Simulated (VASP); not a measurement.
The system is TiTe.

```
Ti Te
1.0
     0.00000    3.05007    3.05007
     3.05007    0.00000    3.05007
     3.05007    3.05007    0.00000
Ti Te
1 1
Direct
  0.50000 0.50000 0.50000
  0.00000 0.00000 0.00000
```

The cell comes from a database or a generator and needn't be the stable form of this composition.

Base run:

```yaml
Program: VASP 6.6.1
Functional: r2SCAN
Potentials_or_basis: VASP PAW PBE potentials, release 64 (Ti_sv, Te)
Cutoff: 520 eV
k_mesh: 8 × 8 × 8
Occupations: fermi-dirac, width 0.05 eV
Spin: no spin polarisation
Hubbard_terms: Ti d U = 2 eV
```

Its results: pressure -10.4 GPa.

Task: After a change of settings the same cell gave: pressure -8.7 GPa. Which change was it?
A. hubbard terms from Ti d U = 2 eV to none
B. hubbard terms from Ti d U = 2 eV to Ti d U = 6 eV
C. hubbard terms from Ti d U = 2 eV to Ti d U = 3 eV

Result: B.

Caveats: the PAW data sets were made with another functional, which shifts forces and pressure a little; the U is typed as a test and isn't derived for this compound; U without spin polarisation on a metal has little footing (some runs).

Not every run made on this cell is shown here.
